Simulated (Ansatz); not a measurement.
In:

```xyz
1
Lattice="-1.8825 1.8825 1.8825 1.8825 -1.8825 1.8825 1.8825 1.8825 -1.8825" Properties=species:S:1:pos:R:3 pbc="T T T"
In    0.0000    0.0000    0.0000
```

This isn't the form of In at room conditions, which is tetragonal.

```yaml
Program: Ansatz 0.2.0
Task: relaxation of cell and atoms
Functional: B3LYP
Potentials_or_basis: Ansatz PAW
Cutoff: "420 eV (not typed: the program's choice for these potentials)"
k_mesh: 5 × 5 × 5
Occupations: fermi-dirac, width 0.05 eV
Spin: no spin polarisation
```

At the start: volume 26.69 Å³/atom.

Task: Where does the relaxation end?

Result: It ends after 5 steps and the volume is 29.14 Å³/atom (+9.2 %); space group Im-3m (No. 229, to 0.05 Å).

The path:
```
step  energy change (eV)  largest force (eV/Å)  volume (Å³)
   1              0.0000                0.0000        26.69
   2             -0.0228                0.0000        28.69
   3             -0.0234                0.0000        29.06
   4             -0.0234                0.0000        29.14
   5             -0.0237                0.0000        29.14
```

Final structure:
```
CELL_PARAMETERS angstrom
-1.93853 1.93853 1.93853
1.93853 -1.93853 1.93853
1.93853 1.93853 -1.93853
ATOMIC_POSITIONS crystal
In 0.00000 0.00000 0.00000
```

Caveat: the k mesh is coarse (spacing up to 0.47 Å⁻¹), so the values aren't converged, least of all with exact exchange; the plane-wave basis is chosen anew once the cell has moved, so the energies of steps on either side of that aren't comparable; the PAW data sets come from PBE, with cores solved anew for the run's functional, which leaves a small shift of forces and pressure.
